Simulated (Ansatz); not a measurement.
# TiSi2 (P6/mmm) in Ansatz: further runs

Aim: see how the results for TiSi2 move with the level of theory and the settings. Levels: LDA, LDA+U. Tasks: projected density of states.

Everything below comes from runs of Ansatz 0.2.0. Logs are shortened: lines on timing, memory, paths and dates and some standing lists are left out, and cuts for length are marked.

**1. The structure**

The structure is hexagonal, space group P6/mmm (No. 191). The conventional cell has a = 4.375 Å, b = 4.375 Å, c = 2.561 Å, α = 90.00°, β = 90.00°, γ = 120.00°. Ti (site symmetry 6/mmm) has 2 Ti at 2.56 Å and 12 Si at 2.83 Å as nearest neighbours. Around Si (site symmetry -6m2) lie 5 Si at 2.53 to 2.56 Å and 6 Ti at 2.83 Å.

The cell was built by a generator and needn't be a form met in nature.

**2. Projected density of states, LDA**

Contents of input.yaml:

```yaml
crystal:
  lattice:
    - [4.37464, 0.0, 0.0]
    - [-2.18732, 3.78855, 0.0]
    - [0.0, 0.0, 2.56101]
  atoms:
    - { symbol: Ti, position: [0.0, 0.0, 0.0] }
    - { symbol: Si, position: [0.33333, 0.66667, 0.5] }
    - { symbol: Si, position: [0.66667, 0.33333, 0.5] }
hamiltonian:
  xc: lda
  pseudopotentials: { kind: paw }
kpoints:
  mp_grid: { grid: [7, 7, 10] }
scf:
  occupations: { method: fermi_dirac, width: 0.05 }
  n_extra_bands: 7
output:
  forces: true
  stress: true
  eigenvalues: true
  dos: { projected: true, de: 0.05, nscf_kmesh: { grid: [11, 11, 15] } }
  write_density: true
  write_potential: true
  elf: true
  volumetric_format: npy
```

Potentials or basis: Ansatz PAW.

Run with:

```bash
$ ansatz run input.yaml --threads 2 --pin off --max-ram 5632MiB --backend cpu --events-out ev --progress --plain --runs-dir out
```

Standard output:

```text
Warning: the atoms were moved onto the symmetric positions of the space group found under crystal.symmetry.tolerance 1.0e-5 (fractional; no operation is sought that the atoms, as they stand in a round, miss by more than twice it, and no atom is moved by as much as it), and the run uses the moved positions. Before a round's move an operation carried an atom to 4.37e-5 Å from where it should land, the largest such distance. Atom 1 (counting from 0) moved farthest, by 2.53e-5 Å; the longest move in fractions of the cell, of whichever atom, is 0.47 of the tolerance, in 1 round. To run the atoms as typed, lower crystal.symmetry.tolerance until the operations that they miss are no longer found, or set crystal.symmetry.detect: false (a key that needs symmetry detection or time reversal refuses this as the deck is read). The positions used, in the order of the run's atom list: position: [0.0, 0.0, 0.0]; position: [0.3333333333333333, 0.6666666666666666, 0.5]; position: [0.6666666666666666, 0.3333333333333333, 0.5]; The lattice was moved too: crystal.lattice keeps the space group found at crystal.symmetry.tolerance 1.0e-5 only nearly: the operation that it misses by the most changes a squared length by the fraction 2.87e-7. The run uses the lattice that is a stretch of the typed one, with no rotation, onto the one that keeps every operation to a double's rounding (on a very oblique basis the stretch itself rounds by more); the deck's lattice vector that moved farthest moved by 3.62e-7 Å. To run the lattice as typed, set crystal.symmetry.tolerance under 2.86e-7, the least fraction by which an operation that the lattice misses changes a squared length (the same key also sets how far an atom may lie from its image, so lowering it can lose operations that the atoms keep only within it), or set crystal.symmetry.detect: false, as for the atoms. crystal.lattice made exact, in Å and degrees: [[4.374640362338372, 0.0, 0.0], [-2.187320181169186, 3.7885496862057915, 0.0], [0.0, 0.0, 2.56101]]. Pasted over the deck's crystal.lattice, beside positions in fractional coordinates, it runs the same cell (given as lengths and angles, that cell in the form's own orientation, a rigid turn of the misfit's size from the one run here, for which a checkpoint.post_process_only pass over this run's state can be refused: where this run relaxes nothing, give such a pass this deck's own crystal.lattice, as typed; behind a relaxation, as crystal.lattice, the state's own cell, identity.cell in its checkpoint.json), and a matrix so pasted ends this notice, except on a very skew basis of the lattice, where the rounding of the pasted numbers themselves can read as a misfit: the cell is then moved again, and that move is told again. The lattice as run is in this notice's lattice.as_run_ang field (Run.prep()["deck_notices"] in Python, the deck_notice line of an events file, deck_notices of ansatz run --dry-run=json, or deck_notices in record.json in the deck's checkpoint.write directory).
Warning: RAYON_NUM_THREADS=2 ignored (pool sized by the plan → 2); use --threads N
scf.n_extra_bands = 7 over 10 filled bands (N_el = 20.0): the run solves 17 bands
Engine: ansatz 0.2.0, aarch64-unknown-linux-gnu
Pseudopotentials: kind: paw
Pseudopotential: Ti, paw, valence charge 12, recommended cutoff 420 eV (normal), Ti.paw.azcp
Pseudopotential: Si, paw, valence charge 4, recommended cutoff 420 eV (normal), Si.paw.azcp
Functional definition: SPW92
  exchange = slater_x
  correlation = pw_c
Crystal: 3 atoms, lattice volume = 42.445 Å³
Basis set: ecut = 420 eV, 855 PW (Γ)
Bands: 17, of which v1, the nominal top of the filled ones, is band 10 counted from 1 (9 counted from 0)
Symmetry: 24 space group operations
Space group: P6/mmm (ITA 191), of the structure as read, at distance tolerance 3.5e-5 Å
k-points: 48 of 490
Non-local potential: Ti, projectors of the file, l = 0: 3, l = 1: 2, l = 2: 3, l = 3: 1
Non-local potential: Si, projectors of the file, l = 0: 2, l = 1: 2, l = 2: 2
PAW form: soft (Blöchl's): semilocal exchange-correlation on the pseudo side does not see the compensation charge
PAW frozen core: Ti, regenerated for the run's functional, and the local potential with it (the file was generated under x = pbe(κ = 0.804, μ = 0.2195149727645171), c = pbe(β = 0.06672455060314922))
PAW frozen core: Si, regenerated for the run's functional, and the local potential with it (the file was generated under x = pbe(κ = 0.804, μ = 0.2195149727645171), c = pbe(β = 0.06672455060314922))
PAW one-centre angular grid: Ti, 590 points (default); XC on 64 Gauss nodes
PAW one-centre angular grid: Si, 110 points (default); XC on 64 Gauss nodes
Initial density: superposition of atomic densities (neutral atoms: chi_scale 0, normalization atom), corrected by the library's trained network
Initial wavefunctions: pseudopotential atomic-orbital guess
Functional: x = slater, c = lda
SCF iter   1: F=—  HF=-3668.612642 eV  |F-HF|=—  |Δ(HF+E_count)|=         —  Δρ=8.42e-3  dr2=4.93e-2  ethr=1.77e-3  ⟨swp⟩=5.2  Hψ=4427  notcnv=0  defer=3
preconditioner: auto → none  [metal: Δε(μ)=0.041 eV  Ē_g=7.908 eV  σ=0.050 eV  W_gap=0.20  n_scr=6 (ndim 8)  ℏωp=19.7 eV  f_vac=0.000  D(μ)=2.14/eV (n_scr^D=26)  sad-step TF]
SCF iter   2: F=—  HF=-3668.609246 eV  |F-HF|=—  |Δ(HF+E_count)|=   3.40e-3  Δρ=6.27e-3  dr2=3.19e-2  ethr=2.46e-4  ⟨swp⟩=1.0  Hψ=1202  notcnv=0  defer=7
SCF iter   3: F=—  HF=-3668.604305 eV  |F-HF|=—  |Δ(HF+E_count)|=   4.94e-3  Δρ=1.27e-3  dr2=9.35e-4  ethr=1.60e-4  ⟨swp⟩=2.0  Hψ=986  notcnv=0  defer=7
SCF iter   4: F=—  HF=-3668.604169 eV  |F-HF|=—  |Δ(HF+E_count)|=   1.37e-4  Δρ=1.67e-4  dr2=8.19e-6  ethr=4.67e-6  ⟨swp⟩=1.8  Hψ=837  notcnv=0  defer=7
SCF iter   5: F=—  HF=-3668.604168 eV  |F-HF|=—  |Δ(HF+E_count)|=   4.87e-7  Δρ=3.71e-5  dr2=9.57e-7  ethr=4.10e-8  ⟨swp⟩=2.2  Hψ=1205  notcnv=0  defer=8
SCF iter   6: F=-3668.604168 eV  HF=-3668.604168 eV  |F-HF|=1.65e-8  |Δ(HF+E_count)|=   2.03e-7  Δρ=4.57e-6  dr2=2.04e-8  ethr=5.00e-10  ⟨swp⟩=8.4  Hψ=4948  notcnv=0
SCF 1 converged in 6 iterations: F = -3668.604168 eV  dr2 = 2.04e-8
NSCF: frozen V_eff on 128 k-points
SCF converged after 6 iterations
Free energy (F): -3668.604168 eV
Harris-Foulkes:  -3668.604168 eV  (|F-HF|=1.65e-8)
Internal energy: -3668.587286 eV  (E = F + TS)
E sigma→0 (E₀):  -3668.595727 eV
Entropy (-TS):   -0.016882 eV (-5.627 meV/atom)
Fermi energy:    12.731887 eV
--- Per-component energies (eV) ---
  E_band       = -109.492923
  E_kinetic    = 360.282658
  E_local      = -1060.799445  (includes V_loc(G=0)·N_el)
  E_nonlocal   = 65.156242
  E_hartree    = 462.344881
  E_xc         = -209.718837
  E_vxc        = -220.480290  (∫ρ·V_xc dr)
  E_paw        = -1971.691546  (= ΣΔE_a)
  E_vpaw       = -178.338481  (= ΣTr[D̂ρ^β])
  E_aug_tail   = 0.000111  (compensation charges beyond the density's cutoff)
  E_ewald      = -1314.655962
  E_core_change = 0.494612  (= ΣΔE_core)
  E_smearing   = -0.016882  (= −TS)
  E_closure    = -0.000000  (closes the sum)
  Σ components = -3668.604168   (vs F -3668.604168, Δ=0.00e0)
--- Forces (eV/Å), atoms counted from 1 ---
  atom   1  Ti    -0.00000000     0.00000000     0.00000000
  atom   2  Si     0.00000000    -0.00000000     0.00000000
  atom   3  Si     0.00000000     0.00000000    -0.00000000
  max |Σ_I F_I| component: 1.11e-16 eV/Å
--- Stress (GPa, compression-positive) ---
       -6.523049      -0.000000      -0.000000
        0.000000      -6.523049      -0.000000
       -0.000000      -0.000000      -8.228676
  P = ⅓ Tr σ = -7.0916 GPa (-70.916 kbar)
--- Band table (eV; the first three rows and the last of 48) ---
  k-point 0: bands = ["-43.3934", "-20.0185", "-20.0185", "-19.3726", "-0.3868", "7.5505", "7.5505", "7.6383", "11.0851", "11.8289", "11.8289", "15.5599", "15.5599", "16.0998", "16.0998", "18.4551", "19.7656"]
  k-point 1: bands = ["-43.3771", "-20.0047", "-20.0047", "-19.4823", "-0.1616", "7.7471", "7.7471", "7.8504", "11.3549", "11.7053", "11.7053", "15.6785", "15.6785", "16.0487", "16.0487", "17.1792", "18.7812"]
  k-point 2: bands = ["-43.3342", "-19.9684", "-19.9684", "-19.7639", "0.5057", "8.3332", "8.3332", "8.4808", "11.3631", "11.3631", "11.5144", "14.9986", "15.8125", "15.8125", "16.1043", "16.1043", "19.0626"]
  k-point 47: bands = ["-43.2195", "-20.4628", "-19.8791", "-19.8770", "5.5770", "6.5053", "7.6667", "8.3524", "9.7189", "12.5597", "13.0369", "14.0442", "14.1051", "14.6579", "17.4365", "18.3774", "18.7093"]
```

dos.tsv:

```text
# E-E_F[eV]	g_bin_mean(E)[states/eV]	N(E)
# format = ansatz-dos/2
# fermi_ev = 12.761371
# fermi_mp_grid = 11 11 15
# fermi_mp_shift = 0 0 0
# nscf_kmesh_grid = 11 11 15
# nscf_kmesh_shift = 0 0 0
# tetrahedron_fermi_ev = 12.765665
# g_bin_mean(E): the states in a bin one row spacing wide, centred on E, divided by that spacing. States that the method places at a single energy (under output.dos.method: tetrahedron, those of a tetrahedron whose four corners have one energy) are counted whole in the row whose bin holds that energy (on the edge of two bins, in the lower row). The sum of g_bin_mean over a run of rows, times the row spacing, is the number of states from half a spacing under the first of them to half a spacing over the last (a plain sum, not the trapezoid rule).
-56.654740	0.000000e0	0.000000e0
-56.604740	0.000000e0	0.000000e0
-56.554740	0.000000e0	0.000000e0
-56.504740	0.000000e0	0.000000e0
-56.454740	0.000000e0	0.000000e0
-56.404740	0.000000e0	0.000000e0
[... 1321 lines left out ...]
9.695260	0.000000e0	3.400000e1
9.745260	0.000000e0	3.400000e1
```

rho_z.tsv:

```text
# z_ang	rho[e/angstrom^3]
# format = ansatz-planar-average/11
# lattice	4.374640362	0.000000000	0.000000000
# lattice	-2.187320181	3.788549686	0.000000000
# lattice	0.000000000	0.000000000	2.561010000
# sites	3
# site	22	0.000000000	0.000000000	0.000000000
# site	14	0.000000000	2.525699791	1.280505000
# site	14	2.187320181	1.262849895	1.280505000
0.000000	8.055604e-1
0.142278	7.681027e-1
0.284557	6.669459e-1
0.426835	5.363330e-1
0.569113	4.215883e-1
0.711392	3.505614e-1
0.853670	3.203422e-1
0.995948	3.112080e-1
1.138227	3.087340e-1
1.280505	3.083712e-1
1.422783	3.087340e-1
1.565062	3.112080e-1
1.707340	3.203422e-1
1.849618	3.505614e-1
1.991897	4.215883e-1
2.134175	5.363330e-1
2.276453	6.669459e-1
2.418732	7.681027e-1
```

Run time: 2.8 s. Hardware: 2 threads of Arm Neoverse V2, shared host; peak memory 0.35 GiB.

Results:

- Free energy: -3668.6042 eV
- Pressure: -7.1 GPa
- Band gap on the k mesh: none (metal or under the smearing width)
- Density of states at the Fermi level: 2.23 states/eV per cell

Levels at points of the mesh, in eV from the Fermi level:
```csv
k point,band 6,band 7,band 8,band 9,band 10,band 11,band 12,band 13,band 14,band 15
"(0.00, 0.00, 0.00)",-5.18,-5.18,-5.09,-1.65,-0.90,-0.90,2.83,2.83,3.37,3.37
"(0.00, 0.00, -0.50)",-6.99,-2.30,-2.30,-0.81,-0.81,-0.81,-0.28,-0.28,1.25,4.44
```

States per cell in windows of 0.5 eV (zero at the Fermi level; states under -8 eV left out):
```
from (eV)  total  Ti 3d  Si 3p  Si 3s  Ti 4s
     -8.0   0.29   0.04   0.11   0.14   0.00
     -7.5   0.20   0.02   0.09   0.08   0.00
     -7.0   0.26   0.02   0.14   0.08   0.01
     -6.5   0.38   0.03   0.23   0.08   0.02
     -6.0   0.46   0.04   0.32   0.07   0.02
     -5.5   0.61   0.06   0.48   0.04   0.02
     -5.0   0.53   0.07   0.39   0.04   0.01
     -4.5   0.54   0.10   0.38   0.04   0.01
     -4.0   0.45   0.11   0.27   0.05   0.02
     -3.5   0.79   0.18   0.48   0.08   0.03
     -3.0   0.74   0.20   0.40   0.08   0.04
     -2.5   0.76   0.28   0.37   0.06   0.03
     -2.0   0.61   0.25   0.27   0.04   0.02
     -1.5   0.70   0.36   0.27   0.03   0.01
     -1.0   1.23   0.80   0.32   0.05   0.01
     -0.5   0.85   0.50   0.16   0.09   0.04
      0.0   0.82   0.46   0.15   0.10   0.04
      0.5   0.87   0.56   0.16   0.08   0.02
      1.0   1.15   0.73   0.20   0.10   0.03
      1.5   1.41   0.97   0.25   0.10   0.01
      2.0   1.65   1.15   0.25   0.14   0.03
      2.5   1.32   0.87   0.22   0.12   0.04
      3.0   1.26   0.54   0.34   0.13   0.10
      3.5   1.15   0.39   0.39   0.10   0.07
      4.0   0.76   0.19   0.27   0.06   0.04
      4.5   0.73   0.14   0.26   0.05   0.05
      5.0   0.59   0.10   0.22   0.06   0.02
      5.5   0.67   0.10   0.26   0.06   0.04
      6.0   0.65   0.07   0.28   0.06   0.05
      6.5   0.36   0.03   0.17   0.03   0.03
      7.0   0.17   0.01   0.09   0.02   0.02
      7.5   0.21   0.01   0.11   0.02   0.01
```

Caveat: the PAW data sets come from PBE, with cores solved anew for the run's functional, which leaves a small shift of forces and pressure.

**3. Projected density of states, LDA+U**

input.yaml, as its differences from that of step 2:

```diff
@@ -12,2 +12,3 @@
   pseudopotentials: { kind: paw }
+  hubbard: { sites: [{ species: Ti, l: d, u_eff: 1.0 }] }
 kpoints:
@@ -22,5 +23 @@
   dos: { projected: true, de: 0.05, nscf_kmesh: { grid: [11, 11, 15] } }
-  write_density: true
-  write_potential: true
-  elf: true
-  volumetric_format: npy
```

Potentials or basis: Ansatz PAW.

Run with:

```bash
$ ansatz run input.yaml --threads 2 --pin off --max-ram 5632MiB --backend cpu --events-out ev --progress --plain --runs-dir out
```

It took 3.7 s on 2 threads of Arm Neoverse V2, shared host; peak memory 0.34 GiB.

It converged, with:

```yaml
Free_energy: -3667.5394 eV
Pressure: -6.3 GPa
Band_gap_on_the_k_mesh: none (metal or under the smearing width)
Density_of_states_at_the_Fermi_level: 2.20 states/eV per cell
```

Stress tensor (GPa, compression positive):
```
-5.60  0.00  0.00
 0.00 -5.60  0.00
 0.00  0.00 -7.70
```

Levels at points of the mesh, in eV from the Fermi level:
```csv
k point,band 8,band 9,band 10,band 11,band 12,band 13
"(0.00, 0.00, 0.00)",-5.11,-1.70,-0.95,-0.95,2.90,2.90
"(0.00, 0.00, -0.50)",-2.22,-0.83,-0.83,-0.83,-0.22,-0.22
```

States per cell in windows of 1 eV (zero at the Fermi level; states under -8 eV left out):
| from (eV) | total | Ti 3d | Si 3p | Si 3s | Ti 4s |
| --- | --- | --- | --- | --- | --- |
| -8.0 | 0.50 | 0.06 | 0.20 | 0.23 | 0.00 |
| -7.0 | 0.63 | 0.05 | 0.37 | 0.15 | 0.03 |
| -6.0 | 1.06 | 0.09 | 0.79 | 0.11 | 0.04 |
| -5.0 | 1.06 | 0.16 | 0.77 | 0.08 | 0.03 |
| -4.0 | 1.22 | 0.27 | 0.75 | 0.12 | 0.04 |
| -3.0 | 1.51 | 0.47 | 0.78 | 0.14 | 0.07 |
| -2.0 | 1.30 | 0.60 | 0.54 | 0.07 | 0.03 |
| -1.0 | 2.06 | 1.29 | 0.49 | 0.13 | 0.04 |
| 0.0 | 1.70 | 1.02 | 0.31 | 0.18 | 0.06 |
| 1.0 | 2.48 | 1.64 | 0.44 | 0.19 | 0.04 |
| 2.0 | 3.06 | 2.11 | 0.47 | 0.26 | 0.06 |
| 3.0 | 2.44 | 0.96 | 0.72 | 0.24 | 0.17 |
| 4.0 | 1.50 | 0.34 | 0.54 | 0.11 | 0.08 |
| 5.0 | 1.26 | 0.20 | 0.48 | 0.12 | 0.06 |
| 6.0 | 1.01 | 0.10 | 0.44 | 0.09 | 0.08 |
| 7.0 | 0.37 | 0.02 | 0.20 | 0.03 | 0.03 |

Eigenvalues of the final occupation matrices:
```tsv
site	spin	trace	eigenvalues
site 1	1	1.56	0.27 0.27 0.31 0.31 0.42
```

Caveat: U without spin polarisation on a metal has little footing; the PAW data sets come from PBE, with cores solved anew for the run's functional, which leaves a small shift of forces and pressure; the U is typed as a test and isn't derived for this compound.

[end of part 1 of 3]
